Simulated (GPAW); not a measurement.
Write an ASE script for GPAW 26.7.0 that does the following.

```yaml
Task: relaxation of cell and atoms
Functional: PBEsol
Dispersion: D4
Potentials_or_basis: PAW data sets generated in the run's folder for this functional
Cutoff: 600 eV
Basis: pw
k_mesh: 11 × 11 × 11
Occupations: fermi-dirac, width 0.05 eV
Spin: no spin polarisation
Maxiter: 150
Optimizer: BFGS
Fmax: 0.02 eV/Å
Max_steps: 60
Convergence: density=1e-05 forces=0.0001
```

Crystal: Ag.

```
CELL_PARAMETERS angstrom
0.00000 2.04275 2.04275
2.04275 0.00000 2.04275
2.04275 2.04275 0.00000
ATOMIC_POSITIONS crystal
Ag 0.00000 0.00000 0.00000
```

These files were run (other wordings do the same):

run.py

```python
from ase import Atoms
from ase.calculators.mixing import SumCalculator
from ase.filters import FrechetCellFilter
from ase.io import write
from ase.optimize import BFGS
from dftd4.ase import DFTD4
from gpaw import GPAW, PW, setup_paths

setup_paths.insert(0, '.')

atoms = Atoms(['Ag'],
              cell=[[0.0, 2.04275, 2.04275],
                    [2.04275, 0.0, 2.04275],
                    [2.04275, 2.04275, 0.0]],
              scaled_positions=[[0.0, 0.0, 0.0]],
              pbc=True)

calc = GPAW(mode=PW(600),
            xc='PBEsol',
            kpts={'size': (11, 11, 11), 'gamma': True},
            occupations={'name': 'fermi-dirac', 'width': 0.05},
            nbands=18,
            convergence={'density': 1e-05, 'forces': 0.0001},
            maxiter=150,
            txt='gpaw.txt')
atoms.calc = SumCalculator([calc, DFTD4(method='pbesol')])
opt = BFGS(FrechetCellFilter(atoms), trajectory='relax.traj', logfile='-')
done = opt.run(fmax=0.02, steps=60)
calc.write('gs.gpw')
write('result.traj', atoms)
print('Converged:', done)
print('Cell:', atoms.cell.cellpar().round(4))
print('Volume:', round(atoms.get_volume(), 4))
print(atoms.get_scaled_positions().round(5))
```

Potentials or basis: PAW data sets generated in the run's folder for this functional, pw.

Run with:

```console
$ gpaw-setup -f PBEsol Ag
$ OMP_NUM_THREADS=1 python run.py
```

It gave:

```
Relaxed volume                         : 16.21 Å³/atom
Relaxed cell                           : a = 2.841 Å, b = 2.841 Å, c = 2.841 Å, α = 60.00°, β = 60.00°, γ = 60.00°
Space group after relaxing (to 0.05 Å) : Fm-3m (No. 225)
Energy gained by relaxing              : 16.2 meV/atom
Ionic steps                            : 4
Pressure after relaxing                : 0.0 GPa
Band gap on the k mesh                 : none (metal or under the smearing width)
Dispersion energy per atom             : -0.347 eV
```

Caveat: later steps reuse the first step's grids; pairwise dispersion overbinds metals, which lowers pressure and volume.

Wall time 43 s on 1 thread of Intel(R) Xeon(R) Platinum 8488C (Sapphire Rapids), on a shared host, peak memory 0.19 GiB.
